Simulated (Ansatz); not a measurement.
The system is AlCu.

```
Cu Al
1.0
     2.99751    0.00000    0.00000
     0.00000    2.99751    0.00000
     0.00000    0.00000    2.99751
Cu Al
1 1
Cartesian
  1.4988 1.4988 1.4988
  0.0000 0.0000 0.0000
```

The cell comes from a database or a generator and needn't be the stable form of this composition.

- Program: Ansatz 0.2.0
- Task: relaxation of cell and atoms
- Functional: r2SCAN
- Dispersion: rVV10
- Potentials or basis: Ansatz PAW
- Cutoff: 500 eV (not typed: the program's choice for these potentials)
- k mesh: 9 × 9 × 9
- Occupations: fermi-dirac, width 0.05 eV
- Spin: no spin polarisation

At the start: volume 13.47 Å³/atom.

Problem. Where does the relaxation end?

Solution. It ends after 5 steps and the volume is 12.84 Å³/atom (-4.7 %); space group Pm-3m (No. 221, to 0.05 Å).

Step by step:
| step | energy change (eV) | largest force (eV/Å) | volume (Å³) |
| --- | --- | --- | --- |
| 1 | 0.0000 | 0.0000 | 26.93 |
| 2 | -0.0228 | 0.0000 | 25.98 |
| 3 | -0.0245 | 0.0000 | 25.64 |
| 4 | -0.0245 | 0.0000 | 25.67 |
| 5 | -0.0243 | 0.0000 | 25.67 |

Final structure:
```yaml
crystal:
  lattice:
    - [2.95000, 0.00000, 0.00000]
    - [0.00000, 2.95000, 0.00000]
    - [0.00000, 0.00000, 2.95000]
  atoms:
    - { symbol: Cu, position: [0.50000, 0.50000, 0.50000] }
    - { symbol: Al, position: [0.00000, 0.00000, 0.00000] }
```

Caveat: the plane-wave basis is chosen anew once the cell has moved, so the energies of steps on either side of that aren't comparable; the PAW data sets come from PBE, with cores solved anew for the run's functional, which leaves a small shift of forces and pressure.
